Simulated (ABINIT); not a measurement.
Runs of ABINIT 10.8.3 (patched build) on ScAl3. It takes space group Pm-3m (No. 221, cubic). The conventional cell has a = 4.088 Å, b = 4.088 Å, c = 4.088 Å, α = 90.00°, β = 90.00°, γ = 90.00°. Around Sc (site symmetry m-3m) lie 12 Al at 2.89 Å. Al (site symmetry 4/mmm) is surrounded by 4 Sc at 2.89 Å and 8 Al at 2.89 Å. The cell is a database's computed one.

| task | level | potentials or basis | k mesh | cutoff (eV) | fine-grid cutoff | gap on the mesh (eV) | pressure (GPa) | V0 of scaled cells (Å³/atom) | B0 (GPa) |
| --- | --- | --- | --- | --- | --- | --- | --- | --- | --- |
| equation of state | revPBE+D3(BJ) | JTH PAW PBE v2.0 | 7 × 7 × 7 | 408 | 816.342 eV | - | - | 16.23 | 99 |
| band structure | LDA | JTH PAW LDA v2.0 | 7 × 7 × 7 | 544 | 1088.46 eV | none | -3.8 | - | - |
| equation of state | HCTH407 | JTH PAW PBE v2.0 | 7 × 7 × 7 | 408 | 816.342 eV | - | - | 16.13 | (b) |
| band structure | PBEsol | JTH PAW PBE v2.0 | 7 × 7 × 7 | 408 | 816.342 eV | none | -1.0 | - | - |
| single point | LDA | JTH PAW LDA v2.0 | 9 × 9 × 9 | 544 | 1088.46 eV | none | (a) | - | - |

Alike in all rows: no spin polarisation; cell as given; smearing fermi-dirac 0.05 eV.

**Question.** Estimate the missing entries.

**Answer.** (a) -3.7; (b) 110.

Caveats: the PAW data sets were made with another functional, which shifts forces and pressure a little (some runs); pressures at fixed basis lie under the slope of the energies (some runs).

A gap of «none» marks a metal or a gap under the smearing width.

Runs at the PBE level aren't shown here.
